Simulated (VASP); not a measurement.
# AgI (Iodargyrite): equation of state with PBEsol

AgI (Iodargyrite):

```
I Ag
1.0
     4.59000    0.00000    0.00000
    -2.29500    3.97506    0.00000
     0.00000    0.00000    7.52000
I Ag
2 2
Direct
  0.33333 0.66667 0.50000
  0.66667 0.33333 0.00000
  0.33333 0.66667 0.13000
  0.66667 0.33333 0.63000
```

```json
{
 "Program": "VASP 6.6.1",
 "Task": "equation of state",
 "Functional": "PBEsol",
 "Potentials or basis": "VASP PAW PBE potentials, release 64 (I, Ag)",
 "Cutoff": "520 eV",
 "k mesh": "7 × 7 × 4",
 "Occupations": "fermi-dirac, width 0.05 eV",
 "Spin": "no spin polarisation"
}
```

| Quantity | Value |
| --- | --- |
| Equilibrium volume | 33.53 Å³/atom |
| Bulk modulus at fixed shape and positions | 34 GPa |
| Pressure derivative of the bulk modulus | 5.4 |

Energy against volume, from the lowest point:
```
volume (Å³/atom)  energy (meV/atom)
          32.243               5.71
          32.929               1.18
          33.616               0.00
          34.302               1.76
          34.988               6.11
          35.674              12.71
          36.360              21.30
```

All runs of the series together: 9.4 min on 1 thread of Intel(R) Xeon(R) Platinum 8259CL CPU @ 2.50GHz (Skylake/Cascade Lake), with other jobs on the host.

Caveat: the cell was scaled at fixed shape and fractional positions, which overstates the stiffness of a crystal with free parameters, most of all of layers and chains; the PAW data sets were made with another functional, which shifts forces and pressure a little. Spin-orbit coupling is left out, which matters for the levels of I.
